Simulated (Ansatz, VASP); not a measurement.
## One calculation of SiC, two programs

```
Si C
1.0
     0.00000    2.14840    2.14840
     2.14840    0.00000    2.14840
     2.14840    2.14840    0.00000
Si C
1 1
Direct
  0.00000 0.00000 0.00000
  0.75000 0.75000 0.75000
```

Alike in both runs: functional PBEsol; k mesh 10 × 10 × 10; no spin polarisation.

Ansatz relaxed the structure, and its values are those at the end. VASP's run is a single point on that final structure, the one shown.

|  | VASP | Ansatz |
| --- | --- | --- |
| version | VASP 6.6.1 | Ansatz 0.2.0 |
| potentials or method | VASP PAW PBE potentials, release 64 (Si, C) | PAW with Ansatz's default frozen-core files, scalar-relativistic |
| plane-wave cutoff (eV) | 520 | 420 |
| occupations | gaussian, width 0.01 eV | fixed |
| valence electrons in the cell | 8 | 8 |

Ansatz gave:

```
pressure (GPa) : 10.0
```

Which values does VASP return?

Pressure (GPa): 10.4.

Caveats: the PAW data sets were made with another functional, which shifts forces and pressure a little (VASP). A k mesh can miss the band edges.
